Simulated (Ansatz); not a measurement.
**Structural energy differences of platinum**

Computed with DFT, revPBE, plane waves (420 eV) with PAW, scalar-relativistic (Ansatz). (PAW data from PBE, frozen cores regenerated.)

Each structure is relaxed within its own symmetry, so a high-lying one may be dynamically unstable.

Question: Rank these structures of platinum by energy per atom, lowest first.
A. A15
B. omega (AlB2-type)
C. dhcp
D. diamond
E. bcc
F. simple cubic
G. fcc
H. hcp

Answer: G (0 meV/atom), C (30 meV/atom), H (58 meV/atom), E (93 meV/atom), B (140 meV/atom), A (248 meV/atom), F (439 meV/atom), D (1006 meV/atom).

| structure | ΔE (meV/atom) | V (Å³/atom) | cell | magnetic state |
| --- | --- | --- | --- | --- |
| fcc | 0 | 15.85 | a = 3.988 Å | spin not included |
| dhcp | 30 | 15.91 | a = 2.802 Å, c = 9.359 Å (c/a = 3.340) | spin not included |
| hcp | 58 | 15.97 | a = 2.778 Å, c = 4.779 Å (c/a = 1.720) | spin not included |
| bcc | 93 | 16.05 | a = 3.178 Å | spin not included |
| omega (AlB2-type) | 140 | 16.24 | a = 4.553 Å, c = 2.715 Å (c/a = 0.596) | spin not included |
| A15 | 248 | 16.47 | a = 5.088 Å | spin not included |
| simple cubic | 439 | 18.35 | a = 2.638 Å | spin not included |
| diamond | 1006 | 24.58 | a = 5.815 Å | spin not included |

ΔE counts from fcc.

Differences under about 8 meV lie within the error of the k-point mesh.
